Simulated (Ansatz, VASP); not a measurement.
**Ir in VASP and in Ansatz**

```
Ir
1.0
     0.00000    1.92224    1.92224
     1.92224    0.00000    1.92224
     1.92224    1.92224    0.00000
Ir
1
Cartesian
  0.0000 0.0000 0.0000
```

Alike in both runs: functional r2SCAN; k mesh 10 × 10 × 10; occupations gaussian, width 0.1 eV; no spin polarisation.

Ansatz relaxed the structure, and its values are those at the end. VASP's run is a single point on that final structure, the one shown.

|  | VASP | Ansatz |
| --- | --- | --- |
| version | VASP 6.6.1 | Ansatz 0.2.0 |
| potentials or method | VASP PAW PBE potentials, release 64 (Ir) | scalar-relativistic, plane waves, PAW |
| plane-wave cutoff (eV) | 520 | 500 |
| valence electrons in the cell | 9 | 17 |

Ansatz gave:

* gap on the k mesh at the Fermi level (eV): none
* pressure (GPa): 0.0

Q: Estimate VASP's values.

A: gap on the k mesh at the Fermi level (eV): none; pressure (GPa): 2.4.

A gap of «none» marks a metal or a gap that the smearing closes. With one functional, cell and mesh, what is left measures potentials, basis and numerics. The two sets of potentials don't hold the same shells in valence.

Caveats: the PAW data sets were made with another functional, which shifts forces and pressure a little (VASP). The runs have no spin-orbit coupling, so splittings on Ir are missing.
